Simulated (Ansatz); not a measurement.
Li: pressure as volume per atom varies

All results are calculated (Ansatz 0.2.0). Periodic Kohn-Sham DFT of a crystal at fixed atoms; pressure and stress are positive in compression; the energy is the free energy less that of spherical unpolarised free atoms; site moments are those in the method's own spheres, positive along +z.

Cell of the first row (space group Fm-3m, No. 225):
```
Li
1.0
      0.0000     2.1570     2.1570
      2.1570     0.0000     2.1570
      2.1570     2.1570     0.0000
Li
1
Direct
  0.00000 0.00000 0.00000
```

Settings of every row: method frozen-core PAW; functional LDA; relativity scalar; k mesh 16x16x16; filling fermi-dirac; smearing width 0.05 eV; wave cutoff 420 eV; paw set soft_2.

Atom start moment: 0 on all atoms.

Limits: PAW files made with PBE.

```
row  volume per atom (Å³)  pressure (GPa)
  1                20.073          -0.793
  2                  20.5               ?
  3                20.927          -1.269
  4                21.141          -1.374
  5                21.354          -1.475
  6                21.568           -1.57
  7                21.781          -1.662
  8                22.208          -1.832
  9                22.635          -1.987
```

Question: what pressure should row 2 give?

Worked fit of pressure. Take u = (V_r/V)^(2/3) − 1 with V_r = 21.461 Å³ an atom, which is twice the finite (Eulerian) strain; such expansions in the strain, on which the Birch-Murnaghan equation of state is built, carry the rest volume and the bulk modulus. The shown rows have u = 0.04558, 0.01694, 0.01007, 0.00334, -0.00331, -0.00982, -0.02255, -0.03488. Least squares give pressure = −1.5232 + 14.47 × u + 33.94 × u² GPa; a straight line predicts inner rows, each left out in turn, worse (root mean square 0.018 against 0.00059 GPa). The rows lie off it by 0.000, -0.001, 0.000, -0.001, 0.001, 0.000, 0.000, 0.000. The withheld row has u = 0.03101, so the fit gives −1.5232 + 14.47 × (0.03101) + 33.94 × (0.03101)² = -1.042 GPa.

The calculation gave -1.043 GPa. The fit lies 0.001 GPa (0.084 % of the column's range) above it, one unit of the last digit.
